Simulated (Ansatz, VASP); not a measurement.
**S in VASP and in Ansatz**

Contents of INCAR:

```
  PREC = Accurate
  ENCUT = 520
  EDIFF = 1E-7
  ISMEAR = -1
  SIGMA = 0.05
  LREAL = False
  LASPH = True
  NELM = 80
  ALGO = Normal
  ISIF = 2
  LWAVE = False
  LCHARG = False
  GGA = PE
  NBANDS = 20
```

The input KPOINTS:

```
Automatic mesh
0
Gamma
  5 5 9
```

POSCAR

```
S
1.0
    5.6013139262      0.0000000000      0.0000000000
    0.0000000000      5.6013139262      0.0000000000
    0.0000000000      0.0000000000      2.9097510232
S
4
Direct
    0.6166086200      0.3833913800      0.0000000000
    0.3833913800      0.6166086200      0.0000000000
    0.1166086200      0.1166086200      0.5000000000
    0.8833913800      0.8833913800      0.5000000000
```

input.yaml

```yaml
crystal:
  lattice:
    - [5.6013139262, 0.0, 0.0]
    - [0.0, 5.6013139262, 0.0]
    - [0.0, 0.0, 2.9097510232]
  atoms:
    - { symbol: S, position: [0.61660862, 0.38339138, 0.0] }
    - { symbol: S, position: [0.38339138, 0.61660862, 0.0] }
    - { symbol: S, position: [0.11660862, 0.11660862, 0.5] }
    - { symbol: S, position: [0.88339138, 0.88339138, 0.5] }
hamiltonian:
  xc: pbe
  pseudopotentials: { kind: paw }
kpoints:
  mp_grid: { grid: [5, 5, 9] }
scf:
  occupations: { method: fermi_dirac, width: 0.05 }
output:
  forces: true
  stress: true
  eigenvalues: true
```

Change from the starting cell: volume scaled by 0.96.

Alike in both runs: task single point; functional PBE; k mesh 5 × 5 × 9; occupations fermi-dirac, width 0.05 eV; no spin polarisation.

|  | VASP | Ansatz |
| --- | --- | --- |
| version | VASP 6.6.1 | Ansatz 0.2.0 |
| potentials or method | VASP PAW PBE potentials, release 64 (S) | Ansatz PAW |
| plane-wave cutoff (eV) | 520 | 420 |
| valence electrons in the cell | 24 | 24 |

Ansatz gave:

| Item | Value |
| --- | --- |
| gap on the k mesh at the Fermi level (eV) | none |
| pressure (GPa) | 5.4 |
| largest component of the traceless stress (GPa) | 3.09 |
| rms of the force components (eV/Å) | 0.984 |

Question: Estimate VASP's values.

Answer: gap on the k mesh at the Fermi level (eV): none; pressure (GPa): 4.6; largest component of the traceless stress (GPa): 2.44; rms of the force components (eV/Å): 0.804.

Atom by atom the forces differ by 0.180 eV/Å (rms over components). A gap of «none» marks a metal or a gap that the smearing closes.

Caveats: forces of over 1 eV/Å show positions far from the minimum, so gaps and moduli don't describe the material at rest.
